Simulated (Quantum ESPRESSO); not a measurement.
BAs: dielectric tensor and Born charges under several settings

```
As B
1.0
     0.00000    2.38850    2.38850
     2.38850    0.00000    2.38850
     2.38850    2.38850    0.00000
As B
1 1
Direct
  0.75000 0.75000 0.75000
  0.00000 0.00000 0.00000
```

All runs used Quantum ESPRESSO 7.5; potentials GBRV 1.5 PBE; given cell; no spin polarisation; cutoff 612 eV; occupations smeared at first, fixed for the response.

```csv
level,k mesh (s: shifted),ε∞ (diagonal),Born charge of atom 1 (e),sum of the Born charges (e)
PBE,4 × 4 × 4s,10.01,0.48,-0.06
PBE,6 × 6 × 6s,9.76,0.52,0.00
PBE,8 × 8 × 8s,9.74,0.52,0.00
PBE,10 × 10 × 10s,9.75,0.52,0.00
PBE,12 × 12 × 12s,?,?,?
```

**Question.** What stands in the row left open?

**Answer.** ε∞ 9.75; Born charge of atom 1 0.52 e; sum of the Born charges 0.00 e.

Caveats: some runs use coarse meshes; the cell is more than 3 GPa from zero pressure, which shifts response properties.

For the row left open. Caveat: the cell is more than 3 GPa from zero pressure, which shifts response properties.
